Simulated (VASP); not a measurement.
Here is a VASP 6.6.1 calculation.

INCAR

```
PREC     = Accurate       # precision mode
ENCUT    = 520            # plane-wave cutoff, eV
EDIFF    = 1E-6           # SCF threshold, eV
ISMEAR   = 0              # smearing method
SIGMA    = 0.05           # smearing width, eV
LREAL    = F              # projectors in reciprocal space
LASPH    = T              # aspherical terms in the spheres
NELM     = 150            # most SCF steps
ALGO     = Fast           # electronic algorithm
ISIF     = 2              # what is computed and relaxed
LWAVE    = F              # write WAVECAR
LCHARG   = F              # write CHGCAR
MAGMOM   = 0 0 0          # initial moments
LORBIT   = 11             # projections on sites
LSORBIT  = T              # spin-orbit coupling
GGA_COMPAT= F            
LORBMOM  = T            
GGA      = PE             # functional
NBANDS   = 14             # bands
```

The input KPOINTS:

```
Automatic mesh
0
Gamma
  18 18 18
```

Contents of POSCAR:

```
Li
1.0
   -1.7170503991      1.7170503991      1.7170503991
    1.7170503991     -1.7170503991      1.7170503991
    1.7170503991      1.7170503991     -1.7170503991
Li
1
Direct
    0.0000000000      0.0000000000      0.0000000000
```

Potentials or basis: VASP PAW PBE potentials, release 64 (Li_sv).

The run is started by

```sh
$ cat potpaw_PBE.64/Li_sv/POTCAR > POTCAR
$ mpirun -np 1 vasp_ncl > vasp.out
```

**Question.** What does it give for the net moment?

**Answer.** 0.00 μB per cell.

Moments on the atoms (μB; x, y, z):
```
Li  0.00 0.00 0.00
```
